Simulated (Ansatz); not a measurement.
Crystal: HgTe.

```xyz
2
Lattice="0.0000 3.1800 3.1800 3.1800 0.0000 3.1800 3.1800 3.1800 0.0000" Properties=species:S:1:pos:R:3 pbc="T T T"
Hg    0.0000    0.0000    0.0000
Te    3.1800    3.1800    3.1800
```

Measurements of this composition are mostly on another form, of space group No. 216.

Below is the output of Ansatz 0.2.0 for this cell. Logs are shortened: lines on timing, memory, paths and dates and some standing lists are left out, and cuts for length are marked.

```text
Warning: RAYON_NUM_THREADS=1 ignored (pool sized by the plan → 1); use --threads N
LAPW: plane waves up to 7.010 Å⁻¹, error target 1.0e-3 eV per atom; small_component_spin mean_spin; Te in spheres of 1.553 Å, 24 of its electrons in bands, Dirac shells []; Hg in spheres of 1.627 Å, 34 of its electrons in bands, Dirac shells [] (how accurate: hamiltonian.pseudopotentials.lapw.basis_error, Limitations)
Engine: ansatz 0.2.0, aarch64-unknown-linux-gnu
Pseudopotentials: kind: all_electron
Pseudopotential: Hg, LAPW, valence charge 34, lapw/all_electron/scalar/gaussian/Hg, Koelling and Harmon's equation, gaussian nucleus
Pseudopotential: Te, LAPW, valence charge 24, lapw/all_electron/scalar/gaussian/Te, Koelling and Harmon's equation, gaussian nucleus
Functional definition: PBE
  parameter kappa = 0.804
  parameter beta = 0.06672455060314922
  exchange = pbe_x(kappa = kappa, mu = beta*pi^2/3)
  correlation = pbe_c(beta = beta)
Crystal: 2 atoms, lattice volume = 64.315 Å³
Basis set: ecut = 187.2325616359917 eV, 339 PW (Γ), exchange–correlation at level 2
Bands: 35, of which v1, the nominal top of the filled ones, is band 29 counted from 1 (28 counted from 0)
Symmetry: 48 space group operations
Space group: Fm-3m (ITA 225), of the structure as read, at distance tolerance 4.0e-5 Å
k-points: 20 of 343
Non-local potential: Hg, projectors of the file, none
Non-local potential: Te, projectors of the file, none
Initial density: superposition of atomic densities (chi_scale 0.1, normalization cell, long waves kept (reshape's long-wave potential 0.00 eV rms))
Initial wavefunctions: plane waves of lowest kinetic energy (no species holds an atomic orbital)
Functional: x = pbe(κ = 0.804, μ = 0.2195149727645171), c = pbe(β = 0.06672455060314922)
iter 1 solved again at ethr=5.03e-4 eV; its pass at ethr=1.00e-1 eV (dr2=2.92e-1 eV) is discarded
SCF iter   1: F=—  HF=-718714.367712 eV  |F-HF|=—  |Δ(HF+E_count)|=         —  Δρ=1.42e-2  dr2=2.92e-1  ethr=5.03e-4  ⟨swp⟩=2.8  Hψ=4319  notcnv=0
preconditioner: auto → LDOS  [insulator: Δε(μ)=0.164 eV  Ē_g=11.048 eV  σ=0.020 eV  W_gap=0.90  n_scr=14 (ndim 8)  ℏωp=19.6 eV  f_vac=0.166  D(μ)=2.27/eV (n_scr^D=14)  ε∞_Penn≈4.2  β→1.0]
SCF iter   2: F=—  HF=-718714.228693 eV  |F-HF|=—  |Δ(HF+E_count)|=   1.39e-1  Δρ=6.62e-3  dr2=6.84e-2  ethr=5.03e-4  ⟨swp⟩=2.2  Hψ=2151  notcnv=0
iter 3 solved again at ethr=1.45e-6 eV; its pass at ethr=1.18e-4 eV (dr2=8.42e-4 eV) is discarded
SCF iter   3: F=—  HF=-718714.200654 eV  |F-HF|=—  |Δ(HF+E_count)|=   2.80e-2  Δρ=1.10e-3  dr2=8.41e-4  ethr=1.45e-6  ⟨swp⟩=2.0  Hψ=3577  notcnv=0
SCF iter   4: F=—  HF=-718714.185378 eV  |F-HF|=—  |Δ(HF+E_count)|=   1.53e-2  Δρ=4.61e-4  dr2=2.05e-4  ethr=1.45e-6  ⟨swp⟩=3.0  Hψ=2263  notcnv=0
SCF iter   5: F=—  HF=-718714.184792 eV  |F-HF|=—  |Δ(HF+E_count)|=   5.86e-4  Δρ=2.11e-4  dr2=3.50e-5  ethr=3.54e-7  ⟨swp⟩=2.0  Hψ=2027  notcnv=0
SCF iter   6: F=—  HF=-718714.184815 eV  |F-HF|=—  |Δ(HF+E_count)|=   2.38e-5  Δρ=3.90e-5  dr2=7.68e-7  ethr=6.04e-8  ⟨swp⟩=2.5  Hψ=2043  notcnv=0
SCF iter   7: F=-718714.184816 eV  HF=-718714.184816 eV  |F-HF|=4.19e-8  |Δ(HF+E_count)|=   4.51e-7  Δρ=1.12e-5  dr2=4.29e-8  ethr=1.32e-9  ⟨swp⟩=2.9  Hψ=2076  notcnv=0
SCF 1 converged in 7 iterations: F = -718714.184816 eV  dr2 = 4.29e-8
SCF converged after 7 iterations
Free energy (F): -718714.184816 eV
Harris-Foulkes:  -718714.184816 eV  (|F-HF|=4.19e-8)
Internal energy: -718714.184501 eV  (E = F + TS)
E sigma→0 (E₀):  -718714.184659 eV
Entropy (-TS):   -0.000314 eV (-0.157 meV/atom)
Fermi energy:    11.238079 eV
--- Per-component energies (eV) ---
  E_band       = -2680.586055
  E_kinetic    = 805979.487992
  E_xc         = -14925.232378
  E_electrostatic = -1509768.440115  (all electrons and nuclei)
  E_smearing   = -0.000314  (= −TS)
  E_closure    = 0.000000  (closes the sum)
  E_atoms      = -718710.908198  (free atoms, spherical and without spin; not in F)
  Σ components = -718714.184816   (vs F -718714.184816, Δ=0.00e0)
  Basis errors (estimates in eV, not in F): energy 3.3e-4 per atom: plane waves 3.3e-4 (1.8e-4 summed), levels above the bands 0.0e0, relativity 2.4e-8, radial functions 8.8e-6, core shells 7.1e-8; eigenvalues (radial functions only) 6.9e-6; not estimated: angular momenta, meshes, grids; target (lapw.basis_error) 1.0e-3; muffin-tin radii Te 1.553 Å, Hg 1.627 Å
--- Forces (eV/Å), atoms counted from 1 ---
  atom   1  Hg    -0.00000000     0.00000000     0.00000000
  atom   2  Te     0.00000000     0.00000000     0.00000000
  max |Σ_I F_I| component: 9.70e-31 eV/Å
--- Stress (GPa, compression-positive) ---
       -3.750275       0.000000       0.000000
        0.000000      -3.750275       0.000000
        0.000000       0.000000      -3.750275
  P = ⅓ Tr σ = -3.7503 GPa (-37.503 kbar)
--- Band table (eV; the first three rows and the last of 20) ---
  k-point 0: bands = ["-147.8631", "-103.1091", "-97.8984", "-97.8984", "-97.8984", "-81.0809", "-81.0809", "-81.0809", "-81.0806", "-81.0806", "-81.0806", "-81.0804", "-51.5557", "-51.5557", "-51.5557", "-25.2137", "-25.2137", "-25.2137", "-25.2124", "-25.2124", "-0.0285", "4.9449", "4.9449", "4.9936", "4.9936", "4.9936", "9.8508", "10.6767", "10.6767", "10.6767", "18.6849", "18.6849", "18.6849", "18.8477", "18.8477"]
  k-point 1: bands = ["-147.8631", "-103.1091", "-97.8984", "-97.8984", "-97.8984", "-81.0809", "-81.0809", "-81.0809", "-81.0806", "-81.0806", "-81.0806", "-81.0804", "-51.5557", "-51.5557", "-51.5557", "-25.2136", "-25.2136", "-25.2136", "-25.2124", "-25.2124", "0.1057", "4.9000", "4.9000", "4.9795", "5.0124", "5.0124", "8.5403", "10.7927", "10.7927", "11.9261", "17.0370", "17.6054", "17.6054", "18.8435", "19.3213"]
  k-point 2: bands = ["-147.8631", "-103.1091", "-97.8984", "-97.8984", "-97.8984", "-81.0809", "-81.0809", "-81.0809", "-81.0806", "-81.0806", "-81.0806", "-81.0804", "-51.5558", "-51.5557", "-51.5557", "-25.2135", "-25.2134", "-25.2134", "-25.2122", "-25.2122", "0.4508", "4.7967", "4.7967", "4.9149", "5.0623", "5.0623", "7.1515", "11.0767", "11.0767", "13.1190", "15.5061", "16.2907", "16.2907", "19.2408", "20.2512"]
  k-point 19: bands = ["-147.8631", "-103.1091", "-97.8984", "-97.8984", "-97.8984", "-81.0809", "-81.0809", "-81.0809", "-81.0806", "-81.0806", "-81.0806", "-81.0804", "-51.5558", "-51.5558", "-51.5557", "-25.2134", "-25.2132", "-25.2127", "-25.2125", "-25.2120", "0.8498", "4.8071", "4.9593", "5.0228", "5.1507", "5.3619", "7.2055", "8.4406", "9.2757", "12.4494", "15.9703", "17.6574", "18.2342", "20.2567", "21.2742"]
```

Q: What input gives this log?

A: Single point with PBE, no spin polarisation. The files as run (others can give the same):

input.yaml
```yaml
crystal:
  lattice:
    - [0.0, 3.18, 3.18]
    - [3.18, 0.0, 3.18]
    - [3.18, 3.18, 0.0]
  atoms:
    - { symbol: Hg, position: [0.0, 0.0, 0.0] }
    - { symbol: Te, position: [0.5, 0.5, 0.5] }
kpoints:
  mp_grid: { grid: [7, 7, 7] }
scf:
  occupations: { method: gaussian, width: 0.02 }
hamiltonian:
  xc: pbe
  pseudopotentials: { kind: all_electron, lapw: { basis_error: 0.001 } }
output:
  forces: true
  stress: true
  eigenvalues: true
```

Potentials or basis: all-electron LAPW, scalar-relativistic.
The run is started by
```sh
$ ansatz run input.yaml --threads 1 --pin off --max-ram 3072MiB --backend cpu --events-out ev --progress --plain --runs-dir out
```
